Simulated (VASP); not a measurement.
# PtS2 (P-3m1) in VASP: settings compared

Aim: see how the results for PtS2 move with the level of theory and the settings. Levels: PBE, optPBE-vdW. Tasks: single point, relaxation of cell and atoms.

All numbers are computed with VASP 6.6.1; they aren't measurements. Logs are shortened: lines on timing, memory, paths and dates and some standing lists are left out, and cuts for length are marked.

### Step 1. The structure

The structure is trigonal, space group P-3m1 (No. 164). The conventional cell has a = 3.543 Å, b = 3.543 Å, c = 5.039 Å, α = 90.00°, β = 90.00°, γ = 120.00°. Pt (site symmetry -3m) has 6 S at 2.34 Å as nearest neighbours. Around S (site symmetry 3m) lie 3 Pt at 2.34 Å.

### Step 2. Single point, PBE

INCAR

```
SYSTEM = PtS2
PREC = Accurate
ENCUT = 520
EDIFF = 1E-7
ISMEAR = 0
SIGMA = 0.013000000000000001
LREAL = .FALSE.
LASPH = .TRUE.
NELM = 100
ALGO = Normal
ISIF = 2
LWAVE = .FALSE.
LCHARG = .TRUE.
GGA = PE
LELF = .TRUE.
LVHAR = .TRUE.
```

KPOINTS

```
regular mesh
0
G
  9 9 5
  0 0 0
```

POSCAR

```
PtS2
1.0
    3.5432000000      0.0000000000      0.0000000000
   -1.7716000000      3.0685012107      0.0000000000
    0.0000000000      0.0000000000      5.0388000000
Pt S
1 2
Direct
    0.0000000000      0.0000000000      0.0000000000
    0.6666666667      0.3333333333      0.7730000000
    0.3333333333      0.6666666667      0.2270000000
```

Potentials or basis: VASP PAW PBE potentials, release 64 (Pt, S).

Run with:

```
cat potpaw_PBE.64/Pt/POTCAR potpaw_PBE.64/S/POTCAR > POTCAR
mpirun -np 1 vasp_std > vasp.out
```

OUTCAR:

```text
SYSTEM = PtS2
   PREC = Accurate
   ENCUT = 520
   EDIFF = 1E-7
   ISMEAR = 0
   LREAL = .FALSE.
   LASPH = .TRUE.
   NELM = 100
   ISIF = 2
   GGA = PE

 ion  position               nearest neighbor table
   1  0.000  0.000  0.000-   2 2.34   3 2.34   2 2.34   3 2.34   2 2.34   3 2.34
   2  0.667  0.333  0.773-   1 2.34   1 2.34   1 2.34
   3  0.333  0.667  0.227-   1 2.34   1 2.34   1 2.34

  LATTYP: Found a hexagonal cell.
 ALAT       =     3.5432000000
 C/A-ratio  =     1.4221043125

  Lattice vectors:

 A1 = (   3.5432000000,   0.0000000000,   0.0000000000)
 A2 = (  -1.7716000000,   3.0685012107,   0.0000000000)
 A3 = (   0.0000000000,   0.0000000000,   5.0388000000)

Analysis of symmetry for initial positions (statically):
=====================================================================
 Subroutine PRICEL returns:
 Original cell was already a primitive cell.

 Routine SETGRP: Setting up the symmetry group for a
 hexagonal supercell.

 Subroutine GETGRP returns: Found 12 space group operations
 (whereof 12 operations were pure point group operations)
 out of a pool of 24 trial point group operations.

The static configuration has the point symmetry D_3d.

Analysis of symmetry for dynamics (positions and initial velocities):
=====================================================================
 Subroutine PRICEL returns:
 Original cell was already a primitive cell.

 Routine SETGRP: Setting up the symmetry group for a
 hexagonal supercell.

 Subroutine GETGRP returns: Found 12 space group operations
 (whereof 12 operations were pure point group operations)
 out of a pool of 24 trial point group operations.

The dynamic configuration has the point symmetry D_3d.

 Subroutine INISYM returns: Found 12 space group operations
 (whereof 12 operations are pure point group operations),
 and found     1 'primitive' translations

----------------------------------------------------------------------------------------

                                     Primitive cell

  volume of cell :      54.7834

  direct lattice vectors                    reciprocal lattice vectors
     3.543200000  0.000000000  0.000000000     0.282230752  0.162946001  0.000000000
    -1.771600000  3.068501211  0.000000000     0.000000000  0.325892001  0.000000000
     0.000000000  0.000000000  5.038800000     0.000000000  0.000000000  0.198459951

  length of vectors
     3.543200000  3.543200000  5.038800000     0.325892001  0.325892001  0.198459951

  position of ions in fractional coordinates (direct lattice)
     0.000000000  0.000000000  0.000000000
     0.666666667  0.333333333  0.773000000
     0.333333333  0.666666667  0.227000000

  ion indices of the primitive-cell ions
   primitive index   ion index
                 1           1
                 2           2
                 3           3

----------------------------------------------------------------------------------------

 KPOINTS: regular mesh

Automatic generation of k-mesh.
 Grid dimensions read from file:
 generate k-points for:    9    9    5

 Generating k-lattice:

  Cartesian coordinates                     Fractional coordinates (reciprocal lattice)
     0.031358972  0.018105111  0.000000000     0.111111111  0.000000000  0.000000000
     0.000000000  0.036210222  0.000000000     0.000000000  0.111111111  0.000000000
     0.000000000  0.000000000  0.039691990     0.000000000  0.000000000  0.200000000

  Length of vectors
     0.036210222  0.036210222  0.039691990

  Shift w.r.t. Gamma in fractional coordinates (k-lattice)
     0.000000000  0.000000000  0.000000000

 Subroutine IBZKPT returns following result:
 ===========================================

 Found     50 irreducible k-points:

 Following reciprocal coordinates:
            Coordinates               Weight
  0.000000  0.000000  0.000000      1.000000
  0.111111 -0.000000  0.000000      6.000000
  0.222222  0.000000  0.000000      6.000000
  0.333333  0.000000  0.000000      6.000000
  0.444444  0.000000  0.000000      6.000000
  0.111111  0.111111  0.000000      6.000000
[... 16 lines left out ...]
  0.222222  0.111111  0.200000     12.000000
 -0.111111  0.333333  0.200000     12.000000
 [... further k-points ...]
   k-points           NKPTS =     50   k-points in BZ     NKDIM =     50   number of bands    NBANDS=     15
   number of dos      NEDOS =    301   number of ions     NIONS =      3
   total plane-waves  NPLWV =  31360
   dimension x,y,z NGX =    28 NGY =   28 NGZ =   40
   dimension x,y,z NGXF=    56 NGYF=   56 NGZF=   80
   ions per type =               1   2
   NGX,Y,Z   is equivalent  to a cutoff of  13.14, 13.14, 13.20 a.u.
   NGXF,Y,Z  is equivalent  to a cutoff of  26.28, 26.28, 26.39 a.u.
 SYSTEM =  PtS2
   PREC   = accura    normal or accurate (medium, high low for compatibility)
   ISTART =      0    job   : 0-new  1-cont  2-samecut
   ICHARG =      2    charge: 1-file 2-atom 10-const
   ISPIN  =      1    spin polarized calculation?
   LNONCOLLINEAR =      F non collinear calculations
   LSORBIT =      F    spin-orbit coupling
   LASPH  =      T    aspherical Exc in radial PAW
   ENCUT  =  520.0 eV  38.22 Ry    6.18 a.u.   6.59  6.59  9.37*2*pi/ulx,y,z
   NELM   =    100;   NELMIN=  2; NELMDL= -5     # of ELM steps
   EDIFF  = 0.1E-06   stopping-criterion for ELM
   LREAL  =      F    real-space projection
   EDIFFG = 0.1E-05   stopping-criterion for IOM
   NSW    =      0    number of steps for IOM
   IBRION =     -1    ionic relax: 0-MD 1-quasi-New 2-CG
   NFREE  =      0    steps in history (QN), initial steepest desc. (CG)
   ISIF   =      2    stress and relaxation
   ISYM   =      2    0-nonsym 1-usesym 2-fastsym
   POTIM  = 0.5000    time-step for ionic-motion
   TEBEG  =    0.0;   TEEND  =   0.0 temperature during run
   PSTRESS=    0.0 pullay stress
   NELECT =      22.0000    total number of electrons
   NUPDOWN=      -1.0000    fix difference up-down
   EMIN   =  10.00;   EMAX   =-10.00  energy-range for DOS
   EFERMI =   0.00;   METHOD = LEGACY
   ISMEAR =     0;   SIGMA  =   0.01  broadening in eV -4-tet -1-fermi 0-gaus
   EFERMI_NEDOS =   21; number of points for ismear=-14 and -15
   IALGO  =     38    algorithm
   IMIX   =      4    mixing-type and parameters
     AMIX     =   0.40;   BMIX     =  1.00
     AMIX_MAG =   1.60;   BMIX_MAG =  1.00
  volume/ion in A,a.u.               =      18.26       123.23
  Fermi-wavevector in a.u.,A,eV,Ry     =   1.207812  2.282434 19.848315  1.458810
  Thomas-Fermi vector in A             =   2.343439
   LORBIT       =      0    0 simple, 1 ext, 2 COOP (PROOUT), +10 PAW based schemes
   GGA     = PE    functional components
   LHFCALC =     F    Hartree Fock is set to
   AEXX    =    0.0000 exact exchange contribution
   IVDW    =     0    specifies the selected vdW correction
   LEPSILON=     F    determine dielectric tensor
   LRPA    =     F    only Hartree local field effects (RPA)
 non-spin polarized calculation
 Gauss-broadening in eV      SIGMA  =   0.01
  energy-cutoff  :      520.00
  volume of cell :       54.78
 maximum number of plane-waves:      1507
 NGX is ok and might be reduce to    28
   NGX = 13   NGY = 13   NGZ = 19

 number of electron      22.0000001 magnetization

 Free energy of the ion-electron system (eV)
  ---------------------------------------------------
  ext. energy  EPLUGINS =         0.00000000
  ---------------------------------------------------
  free energy    TOTEN  =       -15.27141362 eV

  energy without entropy =      -15.27141362  energy(sigma->0) =      -15.27141362

 E-fermi :   6.8269     XC(G=0): -10.5744

 val. band max:        6.7357257249   @ k =   0.0000   0.2222   0.2000
 cond. band min:       7.7669344966   @ k =   0.0000   0.3333   0.2000
 fundamental gap:      1.0312087717
 Fermi energy:         6.8269475872

 k-point     1 :       0.0000    0.0000    0.0000
  band No.  band energies     occupation
      1      -8.8194      2.00000
      2      -5.5786      2.00000
      3      -0.2977      2.00000
      4      -0.2977      2.00000
      5      -0.1782      2.00000
      6       2.7626      2.00000
      7       2.7626      2.00000
      8       4.9460      2.00000
      9       5.5962      2.00000
     10       5.5962      2.00000
     11       6.6165      2.00000
     12       9.1957      0.00000
     13       9.1957      0.00000
     14      11.5321      0.00000
     15      12.5126      0.00000

 k-point     2 :       0.1111   -0.0000    0.0000
  band No.  band energies     occupation
      1      -8.6539      2.00000
      2      -5.6846      2.00000
      3      -0.1850      2.00000
      4      -0.1638      2.00000
      5      -0.0104      2.00000
      6       2.5208      2.00000
      7       2.6376      2.00000
      8       4.4626      2.00000
      9       5.5865      2.00000
     10       5.6044      2.00000
     11       6.6935      2.00000
     12       8.5745      0.00000
     13       9.0725      0.00000
     14      12.2979      0.00000
     15      13.1021      0.00000

 k-point     3 :       0.2222    0.0000    0.0000
  band No.  band energies     occupation
      1      -8.1895      2.00000
      2      -5.9387      2.00000
      3       0.1041      2.00000
      4       0.1113      2.00000
      5       0.5041      2.00000
      6       1.7652      2.00000
      7       2.4376      2.00000
      8       3.8053      2.00000
      9       5.3569      2.00000
     10       5.3671      2.00000
     11       6.2803      2.00000
     12       8.2442      0.00000
     13       9.0347      0.00000
     14      12.4223      0.00000
     15      14.1736      0.00000

 k-point     4 :       0.3333    0.0000    0.0000
  band No.  band energies     occupation
      1      -7.5400      2.00000
      2      -6.2218      2.00000
      3      -0.0363      2.00000
      4       0.4069      2.00000
      5       1.1965      2.00000
      6       1.3125      2.00000
      7       2.4870      2.00000
      8       3.5194      2.00000
      9       4.6948      2.00000
     10       4.7147      2.00000
     11       5.3783      2.00000
     12       8.4092      0.00000
     13       9.2885      0.00000
     14      12.0910      0.00000
     15      14.2589      0.00000
[... 307 lines left out ...]
 k-point    22 :       0.1111    0.1111    0.2000
  band No.  band energies     occupation
      1      -8.2550      2.00000
      2      -6.0282      2.00000
      3      -0.1680      2.00000
      4       0.0117      2.00000
      5       0.7683      2.00000
      6       2.1618      2.00000
      7       2.2806      2.00000
      8       3.9587      2.00000
      9       5.3505      2.00000
     10       5.5199      2.00000
     11       6.5035      2.00000
     12       8.2628      0.00000
     13       8.7890      0.00000
     14      13.0833      0.00000
     15      13.5046      0.00000

 k-point    23 :       0.2222    0.1111    0.2000
  band No.  band energies     occupation
      1      -7.6880      2.00000
      2      -6.2516      2.00000
      3       0.1347      2.00000
      4       0.2832      2.00000
      5       0.9027      2.00000
      6       1.7556      2.00000
      7       2.0670      2.00000
      8       3.6473      2.00000
      9       4.8026      2.00000
     10       5.1041      2.00000
     11       5.7499      2.00000
     12       8.6079      0.00000
     13       8.7388      0.00000
     14      12.9144      0.00000
     15      14.1888      0.00000

 k-point    24 :      -0.1111    0.3333    0.2000
  band No.  band energies     occupation
      1      -7.7133      2.00000
      2      -6.1973      2.00000
      3      -0.0473      2.00000
      4       0.2342      2.00000
      5       1.0574      2.00000
      6       1.5154      2.00000
      7       2.2415      2.00000
      8       3.6069      2.00000
      9       4.9641      2.00000
     10       5.1696      2.00000
     11       6.4179      2.00000
     12       7.7986      0.00000
     13       8.6604      0.00000
     14      12.4608      0.00000
     15      14.3214      0.00000

 [... further k-points ...]

------------------------ aborting loop because EDIFF is reached ----------------------------------------

  FORCE on cell =-STRESS in cart. coord.  units (eV):
  Direction    XX          YY          ZZ          XY          YZ          ZX
  --------------------------------------------------------------------------------------
  -------------------------------------------------------------------------------------
  Total        3.9563797      3.9563797      3.4495560      0.0000000      0.0000000      0.0000000
  in kB      115.7069530    115.7069530    100.8845581      0.0000000      0.0000000      0.0000000
  external PRESSURE =     110.7661547 kB  Pullay stress =       0.0000000 kB

 VOLUME and BASIS-vectors are now :
 -----------------------------------------------------------------------------
  energy-cutoff  :      520.00
  volume of cell :       54.78
      direct lattice vectors                 reciprocal lattice vectors
     3.543200000  0.000000000  0.000000000     0.282230752  0.162946001  0.000000000
    -1.771600000  3.068501211  0.000000000     0.000000000  0.325892001  0.000000000
     0.000000000  0.000000000  5.038800000     0.000000000  0.000000000  0.198459951

 POSITION                                       TOTAL-FORCE (eV/Angst)
 -----------------------------------------------------------------------------------
      0.00000      0.00000      0.00000         0.000000      0.000000      0.000000
      1.77160      1.02283      3.89499        -0.000000      0.000000     -1.212735
     -0.00000      2.04567      1.14381         0.000000     -0.000000      1.212735
 -----------------------------------------------------------------------------------
    total drift:                                0.000000     -0.000000      0.000000

  FREE ENERGIE OF THE ION-ELECTRON SYSTEM (eV)
  ---------------------------------------------------
  free  energy   TOTEN  =       -15.2714136222 eV

  energy  without entropy=      -15.2714136222  energy(sigma->0) =      -15.27141362
```

It took 29 s on 1 thread of Intel Xeon Platinum 8488C (Sapphire Rapids), shared host; peak memory 0.2 GiB.

What came out:

```
Free energy            : -15.2714 eV
Pressure               : 11.1 GPa
Largest force          : 1.213 eV/Å
Band gap on the k mesh : 1.03 eV, indirect (least direct gap 1.08 eV)
```

Forces in eV/Å, atoms in the order of the input:
```
Pt   0.000  0.000  0.000
S    0.000  0.000 -1.213
S    0.000  0.000  1.213
```

Caveat: spin-orbit coupling is left out, which moves the levels of the heavy elements; an odd mesh through Γ misses points on the zone boundary, where band edges often lie; forces of over 1 eV/Å show positions far from the minimum, so gaps and moduli don't describe the material at rest.

### Step 3. Relaxation of cell and atoms, optPBE-vdW

INCAR

```
PREC = Accurate
ENCUT = 600
EDIFF = 1E-7
ISMEAR = -1
SIGMA = 0.05
LREAL = False
LASPH = True
NELM = 100
ALGO = Fast
ISIF = 3
LWAVE = False
LCHARG = False
GGA = OR
LUSE_VDW = True
AGGAC = 0.0
IBRION = 2
NSW = 60
EDIFFG = -0.02
```

KPOINTS

```
Automatic mesh
0
Gamma
  9 9 5
```

POSCAR is that of step 2.

Potentials or basis: VASP PAW PBE potentials, release 64 (Pt, S).

Run with:

```
cat potpaw_PBE.64/Pt/POTCAR potpaw_PBE.64/S/POTCAR > POTCAR
mpirun -np 1 vasp_std > vasp.out
```

Wall time 11 min (1 thread of Intel Xeon Platinum 8488C (Sapphire Rapids), shared host); peak memory 0.41 GiB.

It converged, with:

```yaml
Free_energy: -9.2952 eV
Relaxed_volume: 19.69 Å³/atom
Relaxed_cell: a = 3.601 Å, b = 3.601 Å, c = 5.262 Å, α = 90.00°, β = 90.00°, γ = 120.00°
Space_group_after_relaxing_to_0.05_Å: P-3m1 (No. 164)
Energy_gained_by_relaxing: 78.6 meV/atom
Ionic_steps: 13
Pressure_after_relaxing: 0.0 GPa
Largest_force_after_relaxing: 0.016 eV/Å
Band_gap_on_the_k_mesh: 0.92 eV, indirect (least direct gap 1.07 eV)
```

Forces on the atoms (eV/Å):
```
Pt   0.000  0.000  0.000
S    0.000  0.000  0.016
S    0.000  0.000 -0.016
```

Stress tensor (GPa, compression positive):
```
-0.03  0.00  0.00
 0.00 -0.03  0.00
 0.00  0.00  0.09
```

The path:
| step | energy change (eV) | largest force (eV/Å) | pressure (GPa) | volume (Å³) |
| --- | --- | --- | --- | --- |
| 1 | 0.0000 | 1.6610 | 13.66 | 54.78 |
| 2 | 0.3214 | 1.4366 | -13.98 | 68.07 |
| 3 | -0.2221 | 0.1402 | -0.89 | 59.41 |
| 4 | -0.2227 | 0.1956 | -0.39 | 59.20 |
| 5 | -0.2226 | 0.2195 | -0.17 | 59.11 |
| 6 | -0.2318 | 0.1124 | -0.02 | 58.96 |
| 7 | -0.2355 | 0.0066 | 0.14 | 58.79 |
| 8 | -0.2355 | 0.0116 | 0.15 | 58.78 |
| 9 | -0.2355 | 0.0161 | 0.16 | 58.78 |
| 10 | -0.2356 | 0.0449 | -0.14 | 58.94 |
| 11 | -0.2356 | 0.0366 | -0.05 | 58.90 |
| 12 | -0.2357 | 0.0319 | -0.04 | 58.94 |
| 13 | -0.2359 | 0.0159 | 0.01 | 59.08 |

Final structure:
```
Pt S
1.0
     3.60051    0.00000    0.00000
    -1.80025    3.11813    0.00000
     0.00000    0.00000    5.26206
Pt S
1 2
Direct
  0.00000 0.00000 0.00000
  0.66667 0.33333 0.76411
  0.33333 0.66667 0.23589
```

Levels at points of the mesh, in eV from the valence-band top:
```
           k point  band 7  band 8  band 9  band 10  band 11  band 12  band 13  band 14  band 15
(0.00, 0.00, 0.00)   -3.40   -1.78   -0.89    -0.89     0.00     2.15     2.15     5.10     5.20
```

Caveat: the PAW data sets were made with another functional, which shifts forces and pressure a little; spin-orbit coupling is left out, which moves the levels of the heavy elements; an odd mesh through Γ misses points on the zone boundary, where band edges often lie.
